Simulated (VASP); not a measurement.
# Sn (Fd-3m) in VASP: settings compared

The runs below take Sn through relaxation of cell and atoms, single point, with optB88-vdW, BEEF-vdW, PBE, PBEsol.

Everything below comes from runs of VASP 6.6.1. Logs are shortened: lines on timing, memory, paths and dates and some standing lists are left out, and cuts for length are marked.

### Step 1. The crystal as given

The structure is cubic, space group Fd-3m (No. 227). The conventional cell has a = 6.467 Å, b = 6.467 Å, c = 6.467 Å, α = 90.00°, β = 90.00°, γ = 90.00°. Sn (site symmetry -43m) has 4 Sn at 2.80 Å as nearest neighbours.

This isn't the form of Sn at room conditions, which is tetragonal (white tin).

### Step 2. Relaxation of cell and atoms, optB88-vdW

File INCAR:

```
AGGAC = 0.0
ALGO = Fast
EDIFF = 1E-7
EDIFFG = -0.005
ENCUT = 600
GGA = BO
IBRION = 2
ISIF = 3
ISMEAR = -1
LASPH = T
LCHARG = F
LREAL = F
LUSE_VDW = T
LWAVE = F
NELM = 80
NSW = 60
PARAM1 = 0.1833333333
PARAM2 = 0.22
PREC = Accurate
SIGMA = 0.05
```

File KPOINTS:

```
k-points
0
Gamma
  7 7 7
```

File POSCAR:

```
Sn
1.0
    0.0000000000      3.2333428000      3.2333428000
    3.2333428000      0.0000000000      3.2333428000
    3.2333428000      3.2333428000      0.0000000000
Sn
2
Direct
    0.7500000000      0.7500000000      0.7500000000
    0.5000000000      0.5000000000      0.5000000000
```

Potentials or basis: VASP PAW PBE potentials, release 64 (Sn_d).

Launch:

```sh
> cat potpaw_PBE.64/Sn_d/POTCAR > POTCAR
> mpirun -np 1 vasp_std > vasp.out
```

OUTCAR:

```text
EDIFF = 1E-7
   EDIFFG = -0.005
   ENCUT = 600
   GGA = BO
   IBRION = 2
   ISIF = 3
   ISMEAR = -1
   LASPH = T
   LREAL = F
   NELM = 80
   NSW = 60
   PREC = Accurate

 ion  position               nearest neighbor table
   1  0.750  0.750  0.750-   2 2.80   2 2.80   2 2.80   2 2.80
   2  0.500  0.500  0.500-   1 2.80   1 2.80   1 2.80   1 2.80

  LATTYP: Found a face centered cubic cell.
 ALAT       =     6.4666856000

  Lattice vectors:

 A1 = (   0.0000000000,   3.2333428000,   3.2333428000)
 A2 = (   3.2333428000,   0.0000000000,   3.2333428000)
 A3 = (   3.2333428000,   3.2333428000,   0.0000000000)

Analysis of symmetry for initial positions (statically):
=====================================================================
 Subroutine PRICEL returns:
 Original cell was already a primitive cell.

 Routine SETGRP: Setting up the symmetry group for a
 face centered cubic supercell.

 Subroutine GETGRP returns: Found 48 space group operations
 (whereof 24 operations were pure point group operations)
 out of a pool of 48 trial point group operations.

The static configuration has the point symmetry T_d .
 The point group associated with its full space group is O_h .

Analysis of symmetry for dynamics (positions and initial velocities):
=====================================================================
 Subroutine PRICEL returns:
 Original cell was already a primitive cell.

 Routine SETGRP: Setting up the symmetry group for a
 face centered cubic supercell.

 Subroutine GETGRP returns: Found 48 space group operations
 (whereof 24 operations were pure point group operations)
 out of a pool of 48 trial point group operations.

The dynamic configuration has the point symmetry T_d .
 The point group associated with its full space group is O_h .

 Subroutine INISYM returns: Found 48 space group operations
 (whereof 24 operations are pure point group operations),
 and found     1 'primitive' translations

----------------------------------------------------------------------------------------

                                     Primitive cell

  volume of cell :      67.6060

  direct lattice vectors                    reciprocal lattice vectors
     0.000000000  3.233342800  3.233342800    -0.154638723  0.154638723  0.154638723
     3.233342800  0.000000000  3.233342800     0.154638723 -0.154638723  0.154638723
     3.233342800  3.233342800  0.000000000     0.154638723  0.154638723 -0.154638723

  length of vectors
     4.572637240  4.572637240  4.572637240     0.267842124  0.267842124  0.267842124

  position of ions in fractional coordinates (direct lattice)
     0.750000000  0.750000000  0.750000000
     0.500000000  0.500000000  0.500000000

  ion indices of the primitive-cell ions
   primitive index   ion index
[... 57 lines left out ...]
   NGX,Y,Z   is equivalent  to a cutoff of  14.54, 14.54, 14.54 a.u.
   NGXF,Y,Z  is equivalent  to a cutoff of  29.09, 29.09, 29.09 a.u.
 SYSTEM =  unknown system
   PREC   = accura    normal or accurate (medium, high low for compatibility)
   ISTART =      0    job   : 0-new  1-cont  2-samecut
   ICHARG =      2    charge: 1-file 2-atom 10-const
   ISPIN  =      1    spin polarized calculation?
   LNONCOLLINEAR =      F non collinear calculations
   LSORBIT =      F    spin-orbit coupling
   LASPH  =      T    aspherical Exc in radial PAW
   ENCUT  =  600.0 eV  44.10 Ry    6.64 a.u.   9.13  9.13  9.13*2*pi/ulx,y,z
   NELM   =     80;   NELMIN=  2; NELMDL= -5     # of ELM steps
   EDIFF  = 0.1E-06   stopping-criterion for ELM
   LREAL  =      F    real-space projection
   EDIFFG = -.5E-02   stopping-criterion for IOM
   NSW    =     60    number of steps for IOM
   IBRION =      2    ionic relax: 0-MD 1-quasi-New 2-CG
   NFREE  =      1    steps in history (QN), initial steepest desc. (CG)
   ISIF   =      3    stress and relaxation
   ISYM   =      2    0-nonsym 1-usesym 2-fastsym
   POTIM  = 0.5000    time-step for ionic-motion
   TEBEG  =    0.0;   TEEND  =   0.0 temperature during run
   PSTRESS=    0.0 pullay stress
   NELECT =      28.0000    total number of electrons
   NUPDOWN=      -1.0000    fix difference up-down
   EMIN   =  10.00;   EMAX   =-10.00  energy-range for DOS
   EFERMI =   0.00;   METHOD = LEGACY
   ISMEAR =    -1;   SIGMA  =   0.05  broadening in eV -4-tet -1-fermi 0-gaus
   EFERMI_NEDOS =   21; number of points for ismear=-14 and -15
   IALGO  =     68    algorithm
   IMIX   =      4    mixing-type and parameters
     AMIX     =   0.40;   BMIX     =  1.00
     AMIX_MAG =   1.60;   BMIX_MAG =  1.00
  volume/ion in A,a.u.               =      33.80       228.11
  Fermi-wavevector in a.u.,A,eV,Ry     =   1.220298  2.306028 20.260793  1.489126
  Thomas-Fermi vector in A             =   2.355520
   LORBIT       =      0    0 simple, 1 ext, 2 COOP (PROOUT), +10 PAW based schemes
   GGA     = BO    functional components
   LHFCALC =     F    Hartree Fock is set to
   AEXX    =    0.0000 exact exchange contribution
   IVDW_NL    =     1    kernel type
   BPARAM     = 6.3000
   IVDW    =     0    specifies the selected vdW correction
   LEPSILON=     F    determine dielectric tensor
   LRPA    =     F    only Hartree local field effects (RPA)
 conjugate gradient relaxation of ions
 non-spin polarized calculation
 RMM-DIIS sequential band-by-band and
  energy-cutoff  :      600.00
  volume of cell :       67.61
 maximum number of plane-waves:      2281
 NGX is ok and might be reduce to    40
   NGX = 19   NGY = 19   NGZ = 19

--------------------------------------- Ionic step        1  -------------------------------------------

 number of electron      28.0000005 magnetization

 Free energy of the ion-electron system (eV)
  ---------------------------------------------------
  ext. energy  EPLUGINS =         0.00000000
  ---------------------------------------------------
  free energy    TOTEN  =        -1.06462180 eV

  energy without entropy =       -1.06250931  energy(sigma->0) =       -1.06356556

 E-fermi :   5.5464     XC(G=0):  -9.0030

 val. band max:        5.3540722500   @ k =   0.1429   0.0000   0.0000
 cond. band min:       5.5935084503   @ k =   0.4286   0.0000   0.0000
 fundamental gap:      0.2394362003
 Fermi energy:         5.5464306462

 k-point     1 :       0.0000    0.0000    0.0000
  band No.  band energies     occupation
      1     -16.0968      2.00000
      2     -16.0968      2.00000
      3     -16.0968      2.00000
      4     -16.0333      2.00000
      5     -16.0333      2.00000
      6     -15.7185      2.00000
[... 560 lines left out ...]
--------------------------------------- Ionic step        5  -------------------------------------------

 number of electron      27.9999996 magnetization

 Free energy of the ion-electron system (eV)
  ---------------------------------------------------
  ext. energy  EPLUGINS =         0.00000000
  ---------------------------------------------------
  free energy    TOTEN  =        -1.11780839 eV

  energy without entropy =       -1.11340490  energy(sigma->0) =       -1.11560665

 E-fermi :   4.6734     XC(G=0):  -8.6804

 val. band max:        4.6479025310   @ k =   0.4286   0.0000   0.0000
 cond. band min:       4.8838966623   @ k =   0.2857   0.0000   0.0000
 fundamental gap:      0.2359941313
 Fermi energy:         4.6734452366

 k-point     1 :       0.0000    0.0000    0.0000
  band No.  band energies     occupation
      1     -16.7547      2.00000
      2     -16.7547      2.00000
      3     -16.7547      2.00000
      4     -16.7013      2.00000
      5     -16.7013      2.00000
      6     -16.4458      2.00000
[... 442 lines left out ...]
  energy  without entropy=       -1.1134048982  energy(sigma->0) =       -1.11560665

Total vdW correction in eV:      5.2271200

 reached required accuracy - stopping structural energy minimisation
```

OSZICAR:

```text
N       E                     dE             d eps       ncg     rms          rms(c)
DAV:   1     0.224259228479E+03    0.22426E+03   -0.16592E+04   720   0.250E+03
DAV:   2     0.200754477835E+02   -0.20418E+03   -0.20255E+03   722   0.474E+02
DAV:   3    -0.503866307371E+00   -0.20579E+02   -0.20447E+02   832   0.153E+02
DAV:   4    -0.113525458198E+01   -0.63139E+00   -0.63021E+00   796   0.288E+01
[... 55 lines left out ...]
RMM:   4    -0.111780739880E+01   -0.67755E-06   -0.27679E-05   833   0.502E-02    0.258E-03
RMM:   5    -0.111780789456E+01   -0.49577E-06   -0.64331E-06  1021   0.282E-02    0.252E-03
RMM:   6    -0.111780812558E+01   -0.23102E-06   -0.79355E-07   761   0.115E-02    0.122E-03
RMM:   7    -0.111780838005E+01   -0.25447E-06   -0.32951E-07   527   0.479E-03    0.173E-04
RMM:   8    -0.111780839374E+01   -0.13689E-07   -0.81330E-08   458   0.372E-03
   5 F= -.11178084E+01 E0= -.11156066E+01  d E =-.997517E-05
```

It took 6.9 min on 1 thread of Intel Xeon 6975P-C (Granite Rapids), shared host; peak memory 0.58 GiB.

What came out:

- Free energy: -1.1178 eV
- Relaxed volume: 36.52 Å³/atom
- Relaxed cell: a = 4.692 Å, b = 4.692 Å, c = 4.692 Å, α = 60.00°, β = 60.00°, γ = 60.00°
- Space group after relaxing (to 0.05 Å): Fd-3m (No. 227)
- Energy gained by relaxing: 26.6 meV/atom
- Ionic steps: 5
- Pressure after relaxing: 0.0 GPa
- Band gap on the k mesh: none (metal or under the smearing width)

Step by step:
| step | energy change (eV) | largest force (eV/Å) | pressure (GPa) | volume (Å³) |
| --- | --- | --- | --- | --- |
| 1 | 0.0000 | 0.0000 | 3.39 | 67.61 |
| 2 | -0.0485 | 0.0000 | -0.83 | 74.84 |
| 3 | -0.0532 | 0.0000 | 0.03 | 73.02 |
| 4 | -0.0532 | 0.0000 | -0.04 | 73.13 |
| 5 | -0.0532 | 0.0000 | 0.00 | 73.05 |

Final structure:
```cif
data_structure
_symmetry_space_group_name_H-M 'P 1'
_symmetry_Int_Tables_number 1
_cell_length_a 4.6922
_cell_length_b 4.6922
_cell_length_c 4.6922
_cell_angle_alpha 60.000
_cell_angle_beta 60.000
_cell_angle_gamma 60.000
_cell_volume 73.05
loop_
_atom_site_label
_atom_site_type_symbol
_atom_site_fract_x
_atom_site_fract_y
_atom_site_fract_z
_atom_site_occupancy
Sn1 Sn 0.75000 0.75000 0.75000 1
Sn2 Sn 0.50000 0.50000 0.50000 1
```

Levels at points of the mesh, in eV from the Fermi level:
```
           k point  band 12  band 13  band 14  band 15  band 16  band 17
(0.00, 0.00, 0.00)    -1.13     0.24     0.24     0.24     2.27     2.27
```

Caveat: the PAW data sets were made with another functional, which shifts forces and pressure a little.

(Continued in part 2 of 2.)
